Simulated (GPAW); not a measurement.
Runs of GPAW 26.7.0 on TiC. Symmetry: Fm-3m, No. 225, cubic system. The conventional cell has a = 4.331 Å, b = 4.331 Å, c = 4.331 Å, α = 90.00°, β = 90.00°, γ = 90.00°. Ti (site symmetry m-3m) is surrounded by 6 C at 2.17 Å. C (site symmetry m-3m) is surrounded by 6 Ti at 2.17 Å. The cell is a database's computed one.

```tsv
task	level	potentials or basis	cell	k mesh	cutoff (eV)	smearing	optimizer	fmax	max steps	convergence	band path	gap on the mesh (eV)	pressure (GPa)	relaxed volume (Å³/atom)
relaxation of cell and atoms	revPBE+D4	the program's PAW data sets (release 1.2.1) made for this functional, pw	relaxed	11 × 11 × 11	800	fermi-dirac 0.05 eV	BFGS	0.01 eV/Å	40	density=1e-05 forces=0.0001	-	none	0.1	9.94
band structure	PBE	GPAW PAW data sets (gpaw-data 1.2.1), pw	as given	11 × 11 × 11	800	fermi-dirac 0.05 eV	-	-	-	-	GXWKGLUWLK,UX	-	0.9	-
electron localisation function	PBEsol	PAW data sets generated in the run's folder for this functional, pw	as given	7 × 7 × 7	680	fermi-dirac 0.01 eV	-	-	-	-	-	none	-6.1	-
relaxation of cell and atoms	RPBE+D3(BJ)	the program's PAW data sets (release 1.2.1) made for this functional, pw	relaxed	11 × 11 × 11	800	fermi-dirac 0.05 eV	LBFGS	0.01 eV/Å	40	density=1e-05 forces=0.0001	-	none	0.0	(a)
```

Alike in all rows: no spin polarisation.

Q: Fill in the values left out.

A: (a) 8.92.

Caveats: later steps reuse the first step's grids (some runs); pairwise dispersion overbinds metals, which lowers pressure and volume (some runs); the cutoff is short for stress and forces, so pressures can be off by a GPa or more (some runs).

A k mesh can miss the band edges.

A gap of «none» marks a metal or a gap under the smearing width.

Not every run made on this cell is shown here.
